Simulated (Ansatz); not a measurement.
Born–Oppenheimer molecular dynamics of a periodic cell of 16 atoms, TaN (start crystal TaN, start structure P-6m2, volume 1.1 times the crystal's). It starts from a structure without forces on its atoms.

Method: DFT PBE, scalar-relativistic, plane waves, PAW (Ansatz). Settings: PAW set soft_1, cutoff 420 eV, k mesh 2x2x2, fermi-dirac smearing 0.17 eV, no spin polarisation.

```yaml
ensemble: NVT, Langevin thermostat
time_step: 1.5 fs
steps_asked: 430
set_temperature: 300 K
friction: 0.02 /fs
temperature_schedule: 430 steps to 2000 K
seed: 162891
```

First frame:

```xyz
16
Lattice="-3.0348 -5.2565 0.0000 4.5523 -2.6283 0.0000 0.0000 0.0000 5.9669" Properties=species:S:1:pos:R:3
Ta 0.000 -5.256 1.492
N 1.517 -4.380 0.000
Ta 0.000 -5.256 4.475
N 1.517 -4.380 2.983
Ta -1.517 -2.628 1.492
N 0.000 -1.752 0.000
Ta -1.517 -2.628 4.475
N 0.000 -1.752 2.983
Ta 1.517 -2.628 1.492
N 3.035 -1.752 0.000
Ta 1.517 -2.628 4.475
N 3.035 -1.752 2.983
Ta 0.000 0.000 1.492
N -1.517 -4.380 0.000
Ta 0.000 0.000 4.475
N -1.517 -4.380 2.983
```

**Question.** What does the run give?

**Answer.** The run went to its last step.

```
steps done                                               : 430
time covered                                             : 645 fs
mean temperature over the second half                    : 1423 K
spread of the potential energy over the second half      : 28.2 meV per atom
mean potential energy of the second half above the start : 158.3 meV per atom
```

The schedule's set-point averaged 1575 K over the second half and the system 1423 K. A run of 0.65 ps of so small a system gives no equilibrium averages. Limits of this set-up: coarse k mesh.

**Question.** What happens to the structure?

**Answer.** Mean squared displacements from the first frame to the last, about the centre of mass: Ta 0.02 Å², N 0.05 Å². This is one draw of velocities; another would differ in detail.

**Question.** How do temperature and energy run in time?

**Answer.** 
```tsv
time (fs)	T (K)	potential energy less start (eV)
0.0	281	0.000
31.5	297	0.355
63.0	382	0.499
94.5	401	0.706
126.0	470	0.885
157.5	542	1.482
189.0	970	0.974
220.5	999	1.604
252.0	994	1.722
283.5	1306	1.617
315.0	795	2.191
346.5	1097	2.099
378.0	1313	1.827
409.5	1035	2.531
441.0	1443	2.149
472.5	1078	2.424
504.0	1614	3.036
535.5	1354	3.030
567.0	1645	2.571
598.5	1512	2.465
630.0	1624	3.289
```

Run time: 29 min on 1 thread of AMD EPYC 7R13 Processor (Zen 3), with other jobs on the host, peak memory 0.72 GiB.
